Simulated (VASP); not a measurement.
# Si (P6/mmm) in VASP: settings compared

The runs below take Si through relaxation of cell and atoms, single point, with B3LYP, PBE, PBEsol0, MS2.

Program: VASP 6.6.1. These are calculated values, not measurements. Logs are shortened: lines on timing, memory, paths and dates and some standing lists are left out, and cuts for length are marked.

**1. The structure**

Symmetry: P6/mmm, No. 191, hexagonal system. Conventional cell: a = 4.121 Å, b = 4.121 Å, c = 2.655 Å, α = 90.00°, β = 90.00°, γ = 120.00°. Si (site symmetry -6m2) is surrounded by 5 Si at 2.38 to 2.65 Å.

The cell was built by a generator and needn't be a form met in nature.

**2. Relaxation of cell and atoms, B3LYP**

POSCAR reads:

```
Si
1.0
    4.1209500000      0.0000000000      0.0000000000
   -2.0604700000      3.5688500000      0.0000000000
    0.0000000000      0.0000000000      2.6547900000
Si
2
Direct
    0.3333300000      0.6666700000      0.5000000000
    0.6666700000      0.3333300000      0.5000000000
```

INCAR.step1 reads:

```
SYSTEM = Si
ALGO = Normal
EDIFF = 1E-5
ENCUT = 600
GGA = PE
ISMEAR = -1
LASPH = .TRUE.
LCHARG = .FALSE.
LREAL = .FALSE.
LWAVE = .TRUE.
NELM = 100
PREC = Accurate
SIGMA = 0.05
```

INCAR.step2 reads:

```
SYSTEM = Si
AEXX = 0.2
AGGAC = 0.81
AGGAX = 0.72
ALDAC = 0.19
ALGO = Normal
EDIFF = 1E-6
EDIFFG = -0.01
ENCUT = 600
GGA = B3
HFRCUT = -1
IBRION = 2
ISIF = 3
ISMEAR = -1
ISTART = 1
LASPH = .TRUE.
LCHARG = .FALSE.
LHFCALC = .TRUE.
LREAL = .FALSE.
LWAVE = .FALSE.
NELM = 100
NSW = 60
PREC = Accurate
PRECFOCK = Fast
SIGMA = 0.05
```

KPOINTS reads:

```
k-points
0
G
  4 4 5
  0 0 0
```

Potentials or basis: VASP PAW PBE potentials, release 64 (Si).

Run with:

```console
$ cat potpaw_PBE.64/Si/POTCAR > POTCAR
$ cp INCAR.step1 INCAR
$ mpirun -np 1 vasp_std > vasp.out
$ cp INCAR.step2 INCAR
$ mpirun -np 1 vasp_std > vasp.out
```

OUTCAR:

```text
SYSTEM = Si
   AEXX = 0.2
   EDIFF = 1E-6
   EDIFFG = -0.01
   ENCUT = 600
   GGA = B3
   IBRION = 2
   ISIF = 3
   ISMEAR = -1
   ISTART = 1
   LASPH = .TRUE.
   LHFCALC = .TRUE.
   LREAL = .FALSE.
   NELM = 100
   NSW = 60
   PREC = Accurate
   PRECFOCK = Fast

 ion  position               nearest neighbor table
   1  0.333  0.667  0.500-   2 2.38   2 2.38   2 2.38
   2  0.667  0.333  0.500-   1 2.38   1 2.38   1 2.38

  LATTYP: Found a hexagonal cell.
 ALAT       =     4.1209500000
 C/A-ratio  =     0.6442179595

  Lattice vectors:

 A1 = (   4.1209500000,   0.0000000000,   0.0000000000)
 A2 = (  -2.0604700000,   3.5688500000,   0.0000000000)
 A3 = (   0.0000000000,   0.0000000000,   2.6547900000)

Analysis of symmetry for initial positions (statically):
=====================================================================
 Subroutine PRICEL returns:
 Original cell was already a primitive cell.

 Routine SETGRP: Setting up the symmetry group for a
 hexagonal supercell.

 Subroutine GETGRP returns: Found  8 space group operations
 (whereof  8 operations were pure point group operations)
 out of a pool of 24 trial point group operations.

The static configuration has the point symmetry D_2h.

Analysis of symmetry for dynamics (positions and initial velocities):
=====================================================================
 Subroutine PRICEL returns:
 Original cell was already a primitive cell.

 Routine SETGRP: Setting up the symmetry group for a
 hexagonal supercell.

 Subroutine GETGRP returns: Found  8 space group operations
 (whereof  8 operations were pure point group operations)
 out of a pool of 24 trial point group operations.

The dynamic configuration has the point symmetry D_2h.

 Subroutine INISYM returns: Found  8 space group operations
 (whereof  8 operations are pure point group operations),
 and found     1 'primitive' translations

----------------------------------------------------------------------------------------

                                     Primitive cell

  volume of cell :      39.0441

  direct lattice vectors                    reciprocal lattice vectors
     4.120950000  0.000000000  0.000000000     0.242662493  0.140100813  0.000000000
    -2.060470000  3.568850000  0.000000000     0.000000000  0.280202306  0.000000000
     0.000000000  0.000000000  2.654790000     0.000000000  0.000000000  0.376677628

  length of vectors
     4.120950000  4.120949762  2.654790000     0.280202290  0.280202306  0.376677628

  position of ions in fractional coordinates (direct lattice)
     0.333330000  0.666670000  0.500000000
     0.666670000  0.333330000  0.500000000

  ion indices of the primitive-cell ions
   primitive index   ion index
                 1           1
                 2           2

----------------------------------------------------------------------------------------

 KPOINTS: k-points

Automatic generation of k-mesh.
 Grid dimensions read from file:
 generate k-points for:    4    4    5

 Generating k-lattice:

  Cartesian coordinates                     Fractional coordinates (reciprocal lattice)
     0.060665623  0.035025203  0.000000000     0.250000000  0.000000000  0.000000000
     0.000000000  0.070050577  0.000000000     0.000000000  0.250000000  0.000000000
     0.000000000  0.000000000  0.075335526     0.000000000  0.000000000  0.200000000

  Length of vectors
     0.070050572  0.070050577  0.075335526

  Shift w.r.t. Gamma in fractional coordinates (k-lattice)
     0.000000000  0.000000000  0.000000000

 Subroutine IBZKPT returns following result:
 ===========================================

 Found     21 irreducible k-points:

 Following reciprocal coordinates:
            Coordinates               Weight
  0.000000  0.000000  0.000000      1.000000
  0.250000  0.000000  0.000000      4.000000
 -0.250000  0.250000  0.000000      2.000000
  0.500000  0.000000  0.000000      2.000000
  0.500000  0.500000  0.000000      1.000000
  0.250000  0.250000  0.000000      2.000000
[... 13 lines left out ...]
  0.250000  0.250000  0.400000      4.000000
 -0.250000  0.500000  0.400000      8.000000
   k-points           NKPTS =     21   k-points in BZ     NKDIM =     80   number of bands    NBANDS=      8
   number of dos      NEDOS =    301   number of ions     NIONS =      2
   total plane-waves  NPLWV =  31104
   dimension x,y,z NGX =    36 NGY =   36 NGZ =   24
   dimension x,y,z NGXF=    72 NGYF=   72 NGZF=   48
   ions per type =               2
   NGX,Y,Z   is equivalent  to a cutoff of  14.52, 14.52, 15.03 a.u.
   NGXF,Y,Z  is equivalent  to a cutoff of  29.05, 29.05, 30.06 a.u.
 SYSTEM =  Si
   PREC   = accura    normal or accurate (medium, high low for compatibility)
   ISTART =      1    job   : 0-new  1-cont  2-samecut
   ICHARG =      0    charge: 1-file 2-atom 10-const
   ISPIN  =      1    spin polarized calculation?
   LNONCOLLINEAR =      F non collinear calculations
   LSORBIT =      F    spin-orbit coupling
   LASPH  =      T    aspherical Exc in radial PAW
   ENCUT  =  600.0 eV  44.10 Ry    6.64 a.u.   8.23  8.23  5.30*2*pi/ulx,y,z
   NELM   =    100;   NELMIN=  2; NELMDL=  0     # of ELM steps
   EDIFF  = 0.1E-05   stopping-criterion for ELM
   LREAL  =      F    real-space projection
   EDIFFG = -.1E-01   stopping-criterion for IOM
   NSW    =     60    number of steps for IOM
   IBRION =      2    ionic relax: 0-MD 1-quasi-New 2-CG
   NFREE  =      1    steps in history (QN), initial steepest desc. (CG)
   ISIF   =      3    stress and relaxation
   ISYM   =      3    0-nonsym 1-usesym 2-fastsym
   POTIM  = 0.5000    time-step for ionic-motion
   TEBEG  =    0.0;   TEEND  =   0.0 temperature during run
   PSTRESS=    0.0 pullay stress
   NELECT =       8.0000    total number of electrons
   NUPDOWN=      -1.0000    fix difference up-down
   EMIN   =  10.00;   EMAX   =-10.00  energy-range for DOS
   EFERMI =   0.00;   METHOD = LEGACY
   ISMEAR =    -1;   SIGMA  =   0.05  broadening in eV -4-tet -1-fermi 0-gaus
   EFERMI_NEDOS =   21; number of points for ismear=-14 and -15
   IALGO  =     38    algorithm
   IMIX   =      1    mixing-type and parameters
     AMIX     =   0.40;   BMIX     =  1.00
     AMIX_MAG =   1.60;   BMIX_MAG =  1.00
  volume/ion in A,a.u.               =      19.52       131.74
  Fermi-wavevector in a.u.,A,eV,Ry     =   0.965131  1.823833 12.673523  0.931478
  Thomas-Fermi vector in A             =   2.094821
   LORBIT       =      0    0 simple, 1 ext, 2 COOP (PROOUT), +10 PAW based schemes
   GGA     = B3    functional components
   LHFCALC =     T    Hartree Fock is set to
   PRECFOCK=fast      Normal, Fast or Accurate (Low or Medium for compatibility)
   ENCUT4O =  -1.0   cutoff for four orbital integrals eV
   NKREDX  =     1    reduce k-point grid by
   NKREDY  =     1    reduce k-point grid by
   NKREDZ  =     1    reduce k-point grid by
   AEXX    =    0.2000 exact exchange contribution
   HFSCREEN=    0.0000 screening length (either q_TF or 0.3 A-1)
   HFSCREENC=   0.0000 screening length for correlation (either q_TF or 0.3 A-1)
   ENCUTFOCK=  -1.0 apply spherical cutoff to Coloumb kernel
   IVDW    =     0    specifies the selected vdW correction
   LEPSILON=     F    determine dielectric tensor
   LRPA    =     F    only Hartree local field effects (RPA)
 conjugate gradient relaxation of ions
 non-spin polarized calculation
  energy-cutoff  :      600.00
  volume of cell :       39.04
 maximum number of plane-waves:      1312
 NGX is ok and might be reduce to    36
  NGX = 18; NGY = 18; NGZ = 12

--------------------------------------- Ionic step        1  -------------------------------------------

 number of electron       8.0000000 magnetization

 Free energy of the ion-electron system (eV)
  ---------------------------------------------------
  ext. energy  EPLUGINS =         0.00000000
  ---------------------------------------------------
  free energy    TOTEN  =       -10.81708036 eV

  energy without entropy =      -10.81699673  energy(sigma->0) =      -10.81703855

------------------------ aborting loop because EDIFF is reached ----------------------------------------

  FORCE on cell =-STRESS in cart. coord.  units (eV):
  Direction    XX          YY          ZZ          XY          YZ          ZX
  --------------------------------------------------------------------------------------
  -------------------------------------------------------------------------------------
  Total        1.0907944      1.0911982     -1.5906950      0.0003498      0.0000000      0.0000000
  in kB       44.7607840     44.7773505    -65.2742184      0.0143531      0.0000000      0.0000000
  external PRESSURE =       8.0879720 kB  Pullay stress =       0.0000000 kB

 VOLUME and BASIS-vectors are now :
 -----------------------------------------------------------------------------
  energy-cutoff  :      600.00
  volume of cell :       39.04
      direct lattice vectors                 reciprocal lattice vectors
     4.120950000  0.000000000  0.000000000     0.242662493  0.140100813  0.000000000
    -2.060470000  3.568850000  0.000000000     0.000000000  0.280202306  0.000000000
     0.000000000  0.000000000  2.654790000     0.000000000  0.000000000  0.376677628
[... 181 lines left out ...]
 POSITION                                       TOTAL-FORCE (eV/Angst)
 -----------------------------------------------------------------------------------
      0.00000      2.41490      1.29462         0.000047     -0.000027      0.000000
      2.09136      1.20745      1.29462        -0.000047      0.000027     -0.000000
 -----------------------------------------------------------------------------------
    total drift:                                0.000000      0.000000     -0.000000

  FREE ENERGIE OF THE ION-ELECTRON SYSTEM (eV)
  ---------------------------------------------------
  free  energy   TOTEN  =       -10.8534233786 eV

  energy  without entropy=      -10.8531674966  energy(sigma->0) =      -10.85329544

--------------------------------------- Ionic step        7  -------------------------------------------

 number of electron       8.0000000 magnetization

 Free energy of the ion-electron system (eV)
  ---------------------------------------------------
  ext. energy  EPLUGINS =         0.00000000
  ---------------------------------------------------
  free energy    TOTEN  =       -10.85342025 eV

  energy without entropy =      -10.85316183  energy(sigma->0) =      -10.85329104

 E-fermi :   6.0198     XC(G=0):  -7.5397

 val. band max:        5.6863390239   @ k =   0.2500   0.0000   0.2000
 cond. band min:       6.2637364644   @ k =   0.0000   0.0000   0.4000
 fundamental gap:      0.5773974405
 Fermi energy:         6.0198444941

 k-point     1 :       0.0000    0.0000    0.0000
  band No.  band energies     occupation
      1      -7.7407      2.00000
      2       2.2253      2.00000
      3       2.5782      2.00000
      4       2.5782      2.00000
      5       8.0156      0.00000
      6       8.0156      0.00000
      7      12.5801      0.00000
      8      14.6071      0.00000

 k-point     2 :       0.2500    0.0000    0.0000
  band No.  band energies     occupation
      1      -7.0610      2.00000
      2      -1.5263      2.00000
      3       1.8728      2.00000
      4       4.9128      2.00000
      5       8.9482      0.00000
      6      10.1249      0.00000
      7      15.0744      0.00000
      8      15.2412      0.00000
[... 229 lines left out ...]
 POSITION                                       TOTAL-FORCE (eV/Angst)
 -----------------------------------------------------------------------------------
      0.00001      2.41520      1.29487         0.000045     -0.000026      0.000000
      2.09162      1.20760      1.29487        -0.000045      0.000026     -0.000000
 -----------------------------------------------------------------------------------
    total drift:                                0.000000     -0.000000     -0.000000

  FREE ENERGIE OF THE ION-ELECTRON SYSTEM (eV)
  ---------------------------------------------------
  free  energy   TOTEN  =       -10.8534202540 eV

  energy  without entropy=      -10.8531618281  energy(sigma->0) =      -10.85329104

 reached required accuracy - stopping structural energy minimisation
```

Run time: 4 min. Hardware: 1 thread of Intel Xeon 6975P-C (Granite Rapids), shared host; peak memory 0.17 GiB.

What came out:

```yaml
Free_energy: -10.8534 eV
Relaxed_volume: 19.62 Å³/atom
Relaxed_cell: a = 4.183 Å, b = 4.183 Å, c = 2.590 Å, α = 90.00°, β = 90.00°, γ = 120.00°
Space_group_after_relaxing_to_0.05_Å: P6/mmm (No. 191)
Energy_gained_by_relaxing: 18.2 meV/atom
Ionic_steps: 7
Pressure_after_relaxing: 0.0 GPa
Band_gap_on_the_k_mesh: none (metal or under the smearing width)
```

Step by step:
```
step  energy change (eV)  largest force (eV/Å)  pressure (GPa)  volume (Å³)
   1              0.0000                0.0006            0.81        39.04
   2             -0.0200                0.0012            0.05        39.55
   3             -0.0362                0.0000           -0.26        39.35
   4             -0.0362                0.0000           -0.27        39.36
   5             -0.0363                0.0001            0.06        39.19
   6             -0.0363                0.0001            0.03        39.23
   7             -0.0363                0.0001           -0.02        39.25
```

Final structure:
```
Si
1.0
     4.18323    0.00001    0.00000
    -2.09160    3.62279    0.00000
     0.00000    0.00000    2.58973
Si
2
Direct
  0.33333 0.66667 0.50000
  0.66667 0.33333 0.50000
```

Levels at points of the mesh, in eV from the Fermi level:
```csv
k point,band 1,band 2,band 3,band 4,band 5,band 6,band 7,band 8
"(0.00, 0.00, 0.00)",-13.76,-3.79,-3.44,-3.44,2.00,2.00,6.56,8.59
"(0.50, 0.00, 0.00)",-11.86,-10.01,-4.64,-1.45,6.85,7.95,7.96,9.28
"(0.50, 0.50, 0.00)",-11.86,-10.01,-4.64,-1.45,6.85,7.95,7.96,9.28
```

Caveat: the k mesh is coarse (spacing up to 0.47 Å⁻¹), so the values aren't converged, least of all with exact exchange; the PAW data sets were made with another functional, which shifts forces and pressure a little.

(Continued in part 2 of 2.)
